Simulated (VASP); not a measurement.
MgSi, 2 atoms in the cell. The structure is tetragonal, space group P4/mmm (No. 123). The conventional cell has a = 2.908 Å, b = 2.908 Å, c = 4.103 Å, α = 90.00°, β = 90.00°, γ = 90.00°. Si (site symmetry 4/mmm) is surrounded by 8 Mg at 2.90 Å and 4 Si at 2.91 Å. Mg (site symmetry 4/mmm) has 8 Si at 2.90 Å and 4 Mg at 2.91 Å as nearest neighbours. The cell comes from a database or a generator and needn't be the stable form of this composition.

```yaml
Program: VASP 6.6.1
Task: relaxation of cell and atoms
Functional: BLYP
Dispersion: D3
Potentials_or_basis: VASP PAW PBE potentials, release 64 (Si, Mg)
Cutoff: 600 eV
k_mesh: 9 × 9 × 7
Occupations: fermi-dirac, width 0.05 eV
Spin: no spin polarisation
Further_INCAR_settings: ALGO = Fast; EDIFF = 1e-06; IBRION = 2; EDIFFG = -0.01; NSW = 40; ISIF = 3
```

Potentials or basis: VASP PAW PBE potentials, release 64 (Si, Mg).

Run with:

```sh
$ cat potpaw_PBE.64/Si/POTCAR potpaw_PBE.64/Mg/POTCAR > POTCAR
$ mpirun -np 1 vasp_std > vasp.out
```

Hardware: 1 thread of Intel(R) Xeon(R) 6975P-C (Granite Rapids) (shared host).

Q: Estimate the wall time of this run.

A: Wall time 74 s on 1 thread of Intel(R) Xeon(R) 6975P-C (Granite Rapids), on a shared host, peak memory 0.16 GiB. Counts: scf iterations 51, k points 60, ion steps 9.
